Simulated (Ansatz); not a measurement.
**InCuS2: response to strain**

Start from InCuS2 in the chalcopyrite structure (space group I-42d, No. 122; a = 5.5220 Å, c = 11.1303 Å). Axes: x, y, z lie along a, b, c of the conventional cell.

Strains are applied to the cell and any free atomic positions relax; under stress the whole cell relaxes.

The values are results of DFT with r2SCAN, PAW potentials and a 500 eV plane-wave cutoff in Ansatz (a first-principles code), spin-orbit coupling left out, not measurements.

Notes on the quantities. energy relative to the base: free energy F.

```csv
case,band gap,space group,volume per atom,energy relative to the base
base,0.36 eV,I-42d (No. 122),21.21 Å³,0 meV/atom
isotropic strain −4.40 %,0.79 eV,I-42d (No. 122),18.53 Å³,+101 meV/atom
tensor shear ε_yz = −3.24 %,0.26 eV,C2 (No. 5),21.19 Å³,+11 meV/atom
"uniaxial stress, 5 GPa tension along z",0.16 eV,I-42d (No. 122),21.59 Å³,+28 meV/atom
```

Stability under load was not tested beyond the relaxation. The final runs are not spin-polarised. The zero or small gap of InCuS2 under tensor shear ε_yz = −3.24 % and InCuS2 under uniaxial stress, 5 GPa tension along z can change with the level of theory.
